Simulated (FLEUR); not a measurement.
**Bi under changes of volume**

One of the cells (35.070 Å³/atom); the others are scaled copies at fixed shape and fractional positions:

```
Bi
1.0
     2.26750    1.30914    3.93800
    -2.26750    1.30914    3.93800
     0.00000   -2.61828    3.93800
Bi
2
Direct
  0.76600 0.76600 0.76600
  0.23400 0.23400 0.23400
```

```yaml
Program: FLEUR MaX-R8.1 (later development tree)
Functional: PBEsol
Potentials_or_basis: all-electron
Basis: FLAPW
Kmax: 4.1 1/bohr
k_mesh: 7 × 7 × 7
Occupations: fermi-dirac, width 0.05 eV
Spin: no spin polarisation
```

| volume (Å³/atom) | energy over the lowest point (meV/atom) | gap on the mesh (eV) |
| --- | --- | --- |
| 32.965 | ? | ? |
| 33.667 | 6.57 | 0.28 |
| 34.368 | 0.91 | 0.27 |
| 35.070 | 0.00 | 0.26 |
| 35.771 | 3.35 | 0.25 |
| 36.472 | 10.43 | 0.24 |
| 37.174 | 20.95 | 0.24 |

Q: What does the run at 32.965 Å³/atom give?

A: Energy over the lowest point 17.55 meV/atom; gap on the mesh 0.29 eV.

Worked out: A Birch-Murnaghan fit of order 3 (a polynomial in V^(-2/3)) to the other rows has its minimum at 34.86 Å³/atom with B0 = V·E''(V) = 50 GPa and B' = 4.7 at fixed shape and positions, which overstates the stiffness. It gives 17.56 meV/atom at 32.965 Å³/atom, against the run's 17.55. A straight line through the other rows of the gap, of slope -0.433 eV per unit of ln V, extrapolates to 0.29 eV, against the run's 0.29.

Energies are extrapolated to zero smearing.

Caveats: spin-orbit coupling is left out, which as a rule narrows the gap of such compounds by several tenths of an eV; an odd mesh through Γ misses points on the zone boundary, where band edges often lie.
